Why does the band gap of rutile, TiO₂, shrink when the crystal is stretched? Moving atoms apart weakens the overlap between their orbitals and so narrows the energy bands. Narrower bands, taken alone, should leave more empty space between the filled and the empty states. The calculation gives the opposite result, and a likely reason lies in what sits on either side of the gap.

GPAW 26.7.0, PBEsol with PAW data sets and plane waves up to 800 eV, for rutile TiO₂ in uniformly scaled cells without relaxation. All runs use a 4 × 4 × 7 k mesh and Fermi–Dirac smearing of 0.05 eV, with no spin polarisation or spin–orbit coupling. The gaps are taken along a path through special k points.

```
volume (Å³/atom)     c/a  shortest distance (Å)  gap on path (eV)  direct gap on path (eV)
           9.233  0.6433                  1.874             2.136                    2.136
           9.822  0.6433                  1.913             1.984                    1.984
          10.126  0.6433                  1.932             1.909                    1.909
          10.435  0.6433                  1.952             1.836                    1.836
          10.752  0.6433                  1.971             1.763                    1.763
          11.074  0.6433                  1.991             1.693                    1.693
          11.738  0.6433                  2.030             1.555                    1.555
```

What happens

The gap falls at every step of expansion, from 2.14 eV in the tightest cell to 1.56 eV in the widest. The columns "gap on path" and "direct gap on path" agree in each row, so the gap is direct throughout. Over the same range the shortest Ti–O distance grows by about 8 %. A modest change in bond length thus takes away more than a quarter of the gap.

The ratio c/a of the cell edges stays fixed, and the atoms keep their relative positions. Only the scale of the crystal changes. The trend therefore can't come from a tilt or distortion of the TiO₆ octahedra that grows along the series, and distance alone has to explain it.

No row is irregular. The first and last steps of the gap are about twice as large as the others, but so are the steps in volume there. Divided by the relative change in volume, all steps are nearly alike. The middle row comes from a separate set of runs with a finer path through the bands, and it lies on the same curve as its neighbours.

Why it happens

In rutile the highest filled states belong mainly to oxygen 2p orbitals and the lowest empty ones mainly to titanium 3d orbitals. This is established chemistry; the table itself doesn't resolve the states by atom. Lifting an electron across the gap therefore moves it, in good part, from oxygen to titanium. The gap is the price of that transfer, and the surroundings of the two atoms help to set the price.

An electron on oxygen has positive titanium ions as its nearest neighbours, and their attraction lowers its energy. An electron on titanium is surrounded by negative oxygen ions, and their repulsion raises its energy. When the crystal is compressed, all these charges come closer and both effects grow. The filled level is pushed down relative to the empty one, and the gap opens; expansion reverses this.

Covalent bonding can act in the same direction. Where symmetry lets an oxygen 2p and a titanium 3d orbital mix, the lower combination sinks and the upper one rises. The mixing becomes stronger as the bond shortens, which again drives filled and empty states apart. How much it contributes at the very edges of the gap would have to be read from the composition of those states, which is not available here.

Band broadening works against both. Under compression, overlap among oxygen orbitals tends to raise the top of the filled band, and overlap among titanium orbitals tends to lower the bottom of the empty one. The table shows the outcome of the contest: the effects that separate the levels win in every interval. It doesn't show the score of each contestant. The separate energies of the two band edges don't settle this either, because their common zero shifts with the volume of the cell.

How large the effect is

For a small change of size, the change of the gap should be proportional to the relative change of volume. Write E for the gap, V for the volume per atom and a for the constant of proportionality, known as the volume deformation potential. Then

dE = a · dV/V

If a stays the same over the whole range, adding up the small changes gives

E = E₀ + a · ln(V/V₀)

where E₀ is the gap at the reference volume V₀, here that of the middle row. The two constants were fitted to the three central rows only, because a deformation potential is defined for small strain. The result is a = −2.43 eV: one per cent more volume costs about 0.024 eV of gap.

The tightest cell, which was not part of the fit, makes a fair test. Its volume is 9.233 Å³ per atom against 10.435 in the middle row, so the logarithm of the ratio is −0.122. The estimate is then

E = 1.836 eV + (−2.434 eV) · (−0.122) = 2.13 eV

The full calculation gives 2.14 eV. The four rows outside the fit are all met to within 6 meV, which is small beside the total fall of 0.58 eV. The printed output after this text shows the steps and the comparison of the models.

What the simple law can and can't tell

A constant plus a term in one over the distance, the form that electrostatics suggests, does just as well. Over a range of 8 % in bond length the two curves are almost the same. The good agreement supports a smooth dependence on distance, but it doesn't prove that electrostatics is the cause.

A third form does worse. If the whole gap were a single coupling between neighbouring orbitals, it would be expected to follow roughly one power of the distance. Set by the same central rows, such a law misses the tightest cell by 24 meV, about four times the worst miss of the logarithmic form. The form with one over the distance suggests a different reading: its distance term is about 7.3 eV at the middle row, and a constant of about −5.5 eV offsets most of it. The gap then looks like a small remainder of larger opposing terms, though their sizes rest on the assumed form, and a fit can't say what they are.

The ionic picture also needs a sense of scale. With full charges, Ti⁴⁺ and O²⁻, the electrostatic energies of an electron at the two sites would differ by roughly 70 eV, a recalled figure. Shortening all distances by 1 % would then widen the gap by about 0.7 eV, while the calculation gives about 0.07 eV. Real charges are smaller because the bonds are partly covalent, the electrons rearrange, and broadening takes its share. The picture of point charges gives the direction, but its size is wrong by a factor of about ten.

Why pressure looks different from volume

Plotted against the mean pressure, which is negative (a tension) from the middle row on, the same results look far less simple. Between the two tightest cells the gap changes by 7 meV per GPa, and between the two widest by 15. The electronic response to volume has hardly changed; the stiffness of the crystal has. A compressed crystal resists further compression more strongly, so each additional GPa buys a smaller change of volume and hence of the gap.

With B for the stiffness, the pressure needed per unit relative change of volume, the connection is

dE/dP = −a/B

B falls from 350 GPa in the first interval to 160 GPa in the last. That alone would raise the pressure coefficient by a factor of 2.19, slightly more than the 2.11 found; a small fall in the size of a makes up the difference. A single pressure coefficient is therefore safe only over a narrow range, whereas the volume coefficient can be carried across the whole table.

What to do about it

To correct a gap of this crystal for a slightly different lattice size, work with volume. An error of 1 % in all cell edges changes the volume by 3 % and the gap by about 0.07 eV. Before comparing gaps from two calculations, check whether they used the same volume and the same cell shape. If a pressure is given, convert it to a volume first.

Don't try to repair the gap itself by adjusting the volume. At zero mean pressure this level of theory gives about 1.85 eV, while the measured value is roughly 3 eV. Even the tightest cell, at a mean pressure of about 37 GPa, stays well below that. The shortfall is the familiar error of semilocal functionals, and how far it also affects the slope can't be judged from one functional.

The slope belongs to a crystal that is scaled uniformly with its atoms held in place. In the tightest cell the stress is 34 GPa along the two equal edges and 42 GPa along the third, so real hydrostatic pressure would change c/a and let the oxygen atoms shift. Strong compression would also turn rutile into other structures, which these cells are not allowed to form. For a pressure experiment, relax the cell and the atoms at each pressure before taking the gap.

Heating needs similar care. Thermal expansion lowers the gap through the volume effect described here, but vibrating atoms shift the band edges even at fixed volume. The coefficient in this note covers only the first part.

For another oxide, begin with the same question: on which atoms do the two edges sit, and what does a shorter bond do to each? If the filled edge sits on the anions and the empty edge on the cations, compression strengthens the separation of the levels, but broadening may still win. The sign is then best settled by two calculations at volumes slightly below and above the one of interest.

Printed output of the fit:

```
fit of gap_on_path on 3 rows (abs(lnv) < 0.035): constant 1.836 +/- 7.6e-05, coefficient of lnv -2.434 +/- 0.0031; rms 7.63e-05, worst 10.435 -0.000108, leave-one-out rms 0.00028
  rows outside the fit (model, value, miss): 9.233 2.134, 2.136, -0.00224; 9.822 1.983, 1.984, -0.000756; 11.074 1.691, 1.693, -0.00177; 11.738 1.55, 1.555, -0.0055
Steps from the row above and misses of the three forms:
     row  gap step meV  eV per unit ln V  meV per GPa  stiffness GPa  miss ln V meV  miss 1/d meV  miss power law meV
   9.233           n/a               n/a          n/a            n/a         -2.241         4.015               23.58
   9.822          -152            -2.458        7.019          350.2        -0.7564        0.8428                5.51
  10.126           -75            -2.461        8.461          290.8         0.0538        0.5267               1.679
  10.435           -73            -2.429        9.438          257.3        -0.1078             0                   0
  10.752           -73            -2.439        10.85          224.8        0.05404        0.5267               1.551
  11.074           -70            -2.372        12.01          197.5         -1.767         -0.23               3.823
  11.738          -138             -2.37        14.79          160.2         -5.497        0.1646                15.7
Fall of the gap over the series (eV): 0.581
Growth of the volume over the series (%): 27.13
Growth of the shortest Ti-O distance over the series (%): 8.324
Change of the gap for 1 % more volume near the middle row (meV): -24.34
Change of the gap per unit ln of distance near the middle row (eV): -7.302
Exponent of distance in the pure power law: 3.979
Largest miss of the ln V form (meV): 5.497
Largest miss of the constant plus 1/d form (meV): 4.015
Largest miss of the pure power law (meV): 23.58
Full-charge Madelung slope over computed slope (order of magnitude): 9.587
Largest over smallest slope per unit ln V: 1.038
Largest over smallest slope per GPa: 2.107
Largest over smallest stiffness: 2.186
Gap interpolated to zero mean pressure (eV): 1.849
```
